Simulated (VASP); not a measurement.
Here is the system:

```xyz
2
Lattice="0.0000 2.5445 2.5445 2.5445 0.0000 2.5445 2.5445 2.5445 0.0000" Properties=species:S:1:pos:R:3 pbc="T T T"
In     0.0000     0.0000     0.0000
N      1.2722     1.2722     1.2722
```

These are PBEsol GGA, VASP's PBE PAW potentials (set 64) (plane waves; VASP) values and carry that method's errors. Numerical set-up: 600 eV cut-off, 12×12×12 Γ-centred mesh, first-order Methfessel-Paxton smearing of 0.10 eV, potentials In_d N.

Unless said otherwise, spin-orbit coupling is left out, though it shifts the bands of the heavy elements here.

Question: What does the run give for the energy per atom (σ→0), pressure, band gap (on the k-mesh) with the smallest direct gap where there is one?

Answer: 
```json
{
  "band gap (on the k-mesh)": "none (metal, semimetal or under 0.01 eV)",
  "energy per atom (σ→0)": "-5.758 eV/atom",
  "pressure": "-7.04 GPa"
}
```

Only differences to runs with the same potentials and settings are physical.

The compound is InN in the zinc blende structure, a metastable form; wurtzite is the usual one. This cell was strained or had an atom moved on purpose.
